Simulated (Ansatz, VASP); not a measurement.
KF: VASP beside Ansatz

The input INCAR:

```
PREC = Accurate
ENCUT = 520
EDIFF = 1E-7
ISMEAR = 0
SIGMA = 0.02
LREAL = False
LASPH = True
NELM = 100
ALGO = Normal
ISIF = 2
LWAVE = False
LCHARG = False
GGA = PE
NBANDS = 15
```

File KPOINTS:

```
Automatic mesh
0
Gamma
  8 8 8
```

Contents of POSCAR:

```
KF
1.0
    0.0000000000      2.6829902415      2.6829902415
    2.6829902415      0.0000000000      2.6829902415
    2.6829902415      2.6829902415      0.0000000000
K F
1 1
Direct
    0.5000000000      0.5000000000      0.5000000000
    0.0000000000      0.0000000000      0.0000000000
```

Input for Ansatz:

```yaml
crystal:
  lattice:
    - [0.0, 2.6829902415, 2.6829902415]
    - [2.6829902415, 0.0, 2.6829902415]
    - [2.6829902415, 2.6829902415, 0.0]
  atoms:
    - { symbol: K, position: [0.5, 0.5, 0.5] }
    - { symbol: F, position: [0.0, 0.0, 0.0] }
basis:
  ecutwfc: 420
kpoints:
  mp_grid: { grid: [8, 8, 8] }
hamiltonian:
  xc: pbe
scf:
  occupations: { method: gaussian, width: 0.02 }
output:
  forces: true
  stress: true
  eigenvalues: true
```

Alike in both runs: task single point; functional PBE; k mesh 8 × 8 × 8; occupations gaussian, width 0.02 eV; no spin polarisation.

|  | VASP | Ansatz |
| --- | --- | --- |
| version | VASP 6.6.1 | Ansatz 0.2.0 |
| potentials or method | VASP PAW PBE potentials, release 64 (K_sv, F) | scalar-relativistic, plane waves, PAW |
| plane-wave cutoff (eV) | 520 | 420 |
| valence electrons in the cell | 16 | 16 |

```tsv
	VASP	Ansatz	Ansatz less VASP
gap on the k mesh at the Fermi level (eV)	6.10	6.12	+0.016
least direct gap on the mesh (eV)	6.10	6.12	+0.016
pressure (GPa)	1.0	1.0	-0.03
```

A k mesh can miss the band edges.
